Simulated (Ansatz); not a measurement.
Sb (Pm-3m): electronic heat capacity and spin susceptibility from the density of states

Level of theory: DFT PBE, scalar-relativistic, plane waves, PAW in Ansatz.

Settings: cutoff 420 eV, Γ-centred mesh 14×14×14 on the computed 1-atom cell, Gaussian smearing of 0.10 eV; no spin polarisation.

Relaxed cell: Pm-3m, a = 3.110 Å, b = 3.110 Å, c = 3.110 Å, α = 90.00°, β = 90.00°, γ = 90.00°, 1 atom in the primitive cell. This simple cubic form isn't the element's structure at ambient conditions.

The density of states at the Fermi level is 0.512 states/eV in the cell of 1 atom (1 formula unit; both spins, tetrahedra on a 21×21×21 mesh).

Problem. What Sommerfeld coefficient and Pauli susceptibility does this give?

Solution. Per formula unit N(E_F) = 0.512 states/eV. γ = (π²/3) k_B² N(E_F) N_A = 2.357 mJ/(mol K²) per state/eV, so γ = 1.2 mJ/(mol K²), a mole of formula units. χ_P = μ_B² N(E_F) N_A = 3.23×10⁻⁵ emu/mol per state/eV gives 1.7×10⁻⁵ emu/mol. This is the bare band result: a measured γ of the same phase is as a rule larger by a factor 1 + λ from phonons and spin fluctuations, the spin part of χ is larger by the Stoner factor, and a measured χ also holds orbital and core terms. N(E_F) at one energy is sensitive to the mesh where the density of states has sharp peaks.

Spin-orbit coupling is left out, which matters for the bands of heavy elements.

Cost: 1 run of about 0.16 core-minutes, on Intel Xeon Platinum 8488C (Sapphire Rapids) (shared hosts).